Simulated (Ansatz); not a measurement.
**Se started on a Si site in diamond Si, 128 atoms, charge +2**

Wanted: geometry, formation energy and gap levels of the defect, compared across PBEsol, HSE06 and r²SCAN.

Method: density functional theory in Ansatz 0.2.0, PAW datasets, plane waves.

**1. The system as built**

128 atoms (127 Si, 1 Se); a = 15.366 Å, b = 15.366 Å, c = 15.366 Å, α = 60.00°, β = 60.00°, γ = 60.00°. All atoms were shaken off their sites by about 0.02 Å along each axis. Defect site 1: (0.500, 0.500, 0.500).

The runs, in order: (2) PBEsol relaxation at the single k point (¼, ¼, ¼), on 1 × NVIDIA GB300 Max-Q with 8 threads of Arm Neoverse-V2; (3) HSE06 single point at the single k point (¼, ¼, ¼), on 1 × NVIDIA GB300 Max-Q with 8 threads of Arm Neoverse-V2; (4) r²SCAN single point at the single k point (¼, ¼, ¼), on 1 × NVIDIA GB300 Max-Q with 8 threads of Arm Neoverse-V2.

**2. Relaxation of the positions (PBEsol)**

The input, in.yaml:

```yaml
crystal:
  lattice:
    - [0.000000, 10.865579, 10.865579]
    - [10.865579, 0.000000, 10.865579]
    - [10.865579, 10.865579, 0.000000]
  atoms:
    - { symbol: Si, position: [0.000373, 0.000939, 0.001642] }
    - { symbol: Si, position: [0.501307, 0.999842, 0.997888] }
    - { symbol: Si, position: [0.999011, 0.500125, 0.000466] }
    - { symbol: Si, position: [0.000629, 0.002468, 0.498251] }
    - { symbol: Si, position: [0.250556, 0.250941, 0.250626] }
    - { symbol: Si, position: [0.499405, 0.501109, 0.997616] }
    - { symbol: Si, position: [0.500976, 0.997918, 0.500957] }
    - { symbol: Si, position: [0.749011, 0.251950, 0.249659] }
    - { symbol: Si, position: [0.000229, 0.501220, 0.499433] }
    - { symbol: Si, position: [0.250238, 0.750822, 0.250801] }
    - { symbol: Si, position: [0.248440, 0.247772, 0.749490] }
    - { symbol: Si, position: [0.746685, 0.750896, 0.251452] }
    - { symbol: Si, position: [0.751508, 0.249271, 0.752050] }
    - { symbol: Si, position: [0.249350, 0.751402, 0.751607] }
    - { symbol: Si, position: [0.749854, 0.748089, 0.748194] }
    - { symbol: Si, position: [0.062281, 0.062205, 0.062982] }
    - { symbol: Si, position: [0.563028, 0.062933, 0.062220] }
    - { symbol: Si, position: [0.061530, 0.563520, 0.061317] }
    - { symbol: Si, position: [0.063148, 0.062189, 0.564274] }
    - { symbol: Si, position: [0.311697, 0.314426, 0.311023] }
    - { symbol: Si, position: [0.562044, 0.563401, 0.060795] }
    - { symbol: Si, position: [0.561020, 0.063194, 0.563415] }
    - { symbol: Si, position: [0.813705, 0.310530, 0.314448] }
    - { symbol: Si, position: [0.063424, 0.561111, 0.563271] }
    - { symbol: Si, position: [0.311360, 0.813354, 0.312346] }
    - { symbol: Si, position: [0.312703, 0.310509, 0.811527] }
    - { symbol: Si, position: [0.563798, 0.562560, 0.559589] }
    - { symbol: Si, position: [0.813061, 0.814500, 0.311045] }
    - { symbol: Si, position: [0.815401, 0.309692, 0.815023] }
    - { symbol: Si, position: [0.311474, 0.814715, 0.811583] }
    - { symbol: Si, position: [0.811445, 0.811552, 0.814717] }
    - { symbol: Si, position: [0.003479, 0.997380, 0.250609] }
    - { symbol: Si, position: [0.247987, 0.251526, 0.999223] }
    - { symbol: Si, position: [0.499089, 0.998147, 0.248520] }
    - { symbol: Si, position: [0.750371, 0.245915, 0.001904] }
    - { symbol: Si, position: [0.001667, 0.500559, 0.248910] }
    - { symbol: Si, position: [0.250223, 0.751071, 0.999780] }
    - { symbol: Si, position: [0.000229, 0.002423, 0.749615] }
    - { symbol: Si, position: [0.252802, 0.246790, 0.498469] }
    - { symbol: Si, position: [0.499132, 0.501213, 0.250130] }
    - { symbol: Si, position: [0.749218, 0.750335, 0.999227] }
    - { symbol: Si, position: [0.502107, 0.999222, 0.749305] }
    - { symbol: Si, position: [0.749537, 0.251055, 0.500029] }
    - { symbol: Si, position: [0.000778, 0.500621, 0.750907] }
    - { symbol: Si, position: [0.250770, 0.750239, 0.500487] }
    - { symbol: Si, position: [0.501466, 0.501379, 0.747726] }
    - { symbol: Si, position: [0.752307, 0.746539, 0.502097] }
    - { symbol: Si, position: [0.064920, 0.062501, 0.313213] }
    - { symbol: Si, position: [0.312284, 0.312026, 0.062660] }
    - { symbol: Si, position: [0.564808, 0.059935, 0.310344] }
    - { symbol: Si, position: [0.812950, 0.311656, 0.063457] }
    - { symbol: Si, position: [0.061325, 0.562207, 0.313417] }
    - { symbol: Si, position: [0.313925, 0.811444, 0.060660] }
    - { symbol: Si, position: [0.060785, 0.065832, 0.810823] }
    - { symbol: Si, position: [0.315930, 0.311425, 0.558752] }
    - { symbol: Si, position: [0.563739, 0.562430, 0.311019] }
    - { symbol: Si, position: [0.809097, 0.815437, 0.062215] }
    - { symbol: Si, position: [0.562329, 0.065245, 0.810345] }
    - { symbol: Si, position: [0.812592, 0.314254, 0.561344] }
    - { symbol: Si, position: [0.062751, 0.562750, 0.810771] }
    - { symbol: Si, position: [0.312055, 0.810318, 0.562138] }
    - { symbol: Si, position: [0.560763, 0.564488, 0.811985] }
    - { symbol: Si, position: [0.812262, 0.809766, 0.562692] }
    - { symbol: Si, position: [0.999258, 0.249865, 0.999694] }
    - { symbol: Si, position: [0.250030, 0.001087, 0.250372] }
    - { symbol: Si, position: [0.500792, 0.247110, 0.000088] }
    - { symbol: Si, position: [0.751020, 0.001786, 0.250055] }
    - { symbol: Si, position: [0.998122, 0.750901, 0.999543] }
    - { symbol: Si, position: [0.000678, 0.251516, 0.499997] }
    - { symbol: Si, position: [0.247529, 0.501075, 0.250831] }
    - { symbol: Si, position: [0.497276, 0.751200, 0.000650] }
    - { symbol: Si, position: [0.251255, 0.997801, 0.750161] }
    - { symbol: Si, position: [0.501382, 0.247238, 0.500673] }
    - { symbol: Si, position: [0.749745, 0.496953, 0.252834] }
    - { symbol: Si, position: [0.748852, 0.999900, 0.752138] }
    - { symbol: Si, position: [0.999638, 0.748436, 0.499630] }
    - { symbol: Si, position: [0.249486, 0.499415, 0.750486] }
    - { symbol: Si, position: [0.497867, 0.750679, 0.501025] }
    - { symbol: Si, position: [0.748804, 0.502347, 0.749280] }
    - { symbol: Si, position: [0.060822, 0.313051, 0.062226] }
    - { symbol: Si, position: [0.309753, 0.063561, 0.312987] }
    - { symbol: Si, position: [0.562271, 0.315518, 0.060772] }
    - { symbol: Si, position: [0.809985, 0.065935, 0.311676] }
    - { symbol: Si, position: [0.060410, 0.810907, 0.063033] }
    - { symbol: Si, position: [0.062277, 0.309411, 0.564546] }
    - { symbol: Si, position: [0.310351, 0.564281, 0.312439] }
    - { symbol: Si, position: [0.566362, 0.810419, 0.063509] }
    - { symbol: Si, position: [0.310353, 0.064317, 0.813086] }
    - { symbol: Si, position: [0.562575, 0.313008, 0.559563] }
    - { symbol: Si, position: [0.811100, 0.563108, 0.311794] }
    - { symbol: Si, position: [0.812690, 0.060980, 0.812883] }
    - { symbol: Si, position: [0.063100, 0.810622, 0.563546] }
    - { symbol: Si, position: [0.312535, 0.563448, 0.810526] }
    - { symbol: Si, position: [0.558726, 0.814995, 0.561751] }
    - { symbol: Si, position: [0.812098, 0.564586, 0.809729] }
    - { symbol: Si, position: [0.250503, 0.999745, 0.998068] }
    - { symbol: Si, position: [0.749646, 0.000951, 0.000901] }
    - { symbol: Si, position: [0.997256, 0.249479, 0.251649] }
    - { symbol: Si, position: [0.247343, 0.500037, 0.003533] }
    - { symbol: Si, position: [0.249625, 0.998881, 0.501077] }
    - { symbol: Si, position: [0.501004, 0.249040, 0.252078] }
    - { symbol: Si, position: [0.750310, 0.502888, 0.997996] }
    - { symbol: Si, position: [0.749460, 0.002376, 0.499134] }
    - { symbol: Si, position: [0.998500, 0.750348, 0.250479] }
    - { symbol: Si, position: [0.999898, 0.250210, 0.750653] }
    - { symbol: Si, position: [0.250628, 0.499837, 0.499203] }
    - { symbol: Si, position: [0.498737, 0.750430, 0.250810] }
    - { symbol: Si, position: [0.501632, 0.248800, 0.747247] }
    - { symbol: Si, position: [0.751872, 0.498150, 0.499540] }
    - { symbol: Si, position: [0.002234, 0.747313, 0.748197] }
    - { symbol: Si, position: [0.502592, 0.748958, 0.750120] }
    - { symbol: Si, position: [0.310718, 0.062607, 0.066313] }
    - { symbol: Si, position: [0.812055, 0.062475, 0.063621] }
    - { symbol: Si, position: [0.064382, 0.313401, 0.310533] }
    - { symbol: Si, position: [0.311790, 0.563648, 0.063890] }
    - { symbol: Si, position: [0.312201, 0.064937, 0.561116] }
    - { symbol: Si, position: [0.564443, 0.310263, 0.315826] }
    - { symbol: Si, position: [0.810905, 0.562658, 0.062952] }
    - { symbol: Si, position: [0.810997, 0.059727, 0.565952] }
    - { symbol: Si, position: [0.062783, 0.813236, 0.313272] }
    - { symbol: Si, position: [0.061058, 0.313341, 0.812816] }
    - { symbol: Si, position: [0.311139, 0.563586, 0.562948] }
    - { symbol: Si, position: [0.561986, 0.812343, 0.310620] }
    - { symbol: Si, position: [0.561247, 0.313505, 0.812290] }
    - { symbol: Si, position: [0.814498, 0.560941, 0.562686] }
    - { symbol: Si, position: [0.061781, 0.812074, 0.812943] }
    - { symbol: Si, position: [0.562470, 0.811030, 0.812913] }
    - { symbol: Se, position: [0.500623, 0.501198, 0.499496] }
  symmetry: { detect: false }
kpoints:
  mp_grid: { grid: [1, 1, 1], shift: [0.25, 0.25, 0.25] }
hamiltonian:
  xc: pbesol
total_charge: 2
scf:
  occupations: { method: fermi_dirac, width: 0.01 }
relax:
  f_tol: 0.03
  max_steps: 80
  escape_saddle: false
  adjacent_minimum: "off"
output:
  forces: true
  eigenvalues: true
  populations: true
  charged_corrections: { epsilon: 11.7 }
```

Command:

```
$ ansatz run in.yaml --threads 8 --pin off --max-ram 118750MiB --runs-dir r --events-out ev --progress --plain --backend cuda --devices 0,
```

After this run come: HSE06 on the final geometry; Single point with r²SCAN.

Before running it: what results should come out? Wanted: for each run, formation energy; host gap; top filled to lowest empty.

As calculated:

```
             level        time  formation energy (eV)  host gap (eV)  top filled to lowest empty (eV)
PBEsol, relaxation  14 s (GPU)                   0.90           0.57                             0.24
             HSE06  86 s (GPU)                   0.17           1.31                             0.94
            r²SCAN  14 s (GPU)                   0.76           0.89                             0.50
```

| quantity | value |
| --- | --- |
| relaxation | 5 recorded steps, 1.55 eV gained |
| largest shift | 0.21 Å (Si27) |

The relaxation lowers the energy by 1.55 eV; the largest shift is 0.21 Å (Si27). The formation energy at E_F = VBM goes from 0.90 eV (PBEsol) to 0.17 eV (HSE06), as the host gap goes from 0.57 to 1.31 eV. The reservoirs are the elements' reference phases; where the defect changes the composition, the value depends on that choice. r²SCAN puts 1 localised level over 0.1 eV inside the gap, at 0.38 (empty) eV, the tightest of them shared by about 22 atoms. Exact exchange costs time: HSE06 ran about 6.1 times as long as r²SCAN on the same kind of device. Spin–orbit coupling is left out, which matters for the band edges of the heavier elements here. The host's edges were read at Γ, so band-like levels at this k point need not coincide with them. One k point and a cell of this size can leave errors of several tenths of an eV. The dielectric constant of 11.7 in the correction is an assumed value.
